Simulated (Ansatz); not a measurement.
Ag2O:

```
Ag O
1.0
     4.71800    0.00000    0.00000
     0.00000    4.71800    0.00000
     0.00000    0.00000    4.71800
Ag O
4 2
Direct
  0.75000 0.25000 0.75000
  0.75000 0.75000 0.25000
  0.25000 0.75000 0.75000
  0.25000 0.25000 0.25000
  0.50000 0.50000 0.50000
  0.00000 0.00000 0.00000
```

| Quantity | Value |
| --- | --- |
| Program | Ansatz 0.2.0 |
| Task | relaxation of cell and atoms |
| Functional | LDA |
| Potentials or basis | Ansatz PAW |
| Cutoff | 420 eV (not typed: the program's choice for these potentials) |
| k mesh | 5 × 5 × 5 |
| Occupations | fermi-dirac, width 0.05 eV |
| Spin | no spin polarisation |

At the start: volume 17.50 Å³/atom.

Q: Where does the relaxation end?

A: It ends after 7 steps and the volume is 16.62 Å³/atom (-5.0 %); space group Pn-3m (No. 224, to 0.05 Å).

The path:
| step | energy change (eV) | largest force (eV/Å) | volume (Å³) |
| --- | --- | --- | --- |
| 1 | 0.0000 | 0.0000 | 105.02 |
| 2 | -0.0865 | 0.0000 | 100.61 |
| 3 | -0.0900 | 0.0000 | 99.78 |
| 4 | -0.0899 | 0.0000 | 99.86 |
| 5 | -0.0811 | 0.0000 | 99.86 |
| 6 | -0.0814 | 0.0000 | 99.73 |
| 7 | -0.0812 | 0.0000 | 99.73 |

Final structure:
```
Ag O
1.0
     4.63742    0.00000    0.00000
     0.00000    4.63742    0.00000
     0.00000    0.00000    4.63742
Ag O
4 2
Direct
  0.75000 0.25000 0.75000
  0.75000 0.75000 0.25000
  0.25000 0.75000 0.75000
  0.25000 0.25000 0.25000
  0.50000 0.50000 0.50000
  0.00000 0.00000 0.00000
```

Caveat: the plane-wave basis is chosen anew once the cell has moved, so the energies of steps on either side of that aren't comparable; the pressure holds a Pulay correction of +0.3 GPa for the finite cutoff; the PAW data sets come from PBE, with cores solved anew for the run's functional, which leaves a small shift of forces and pressure.
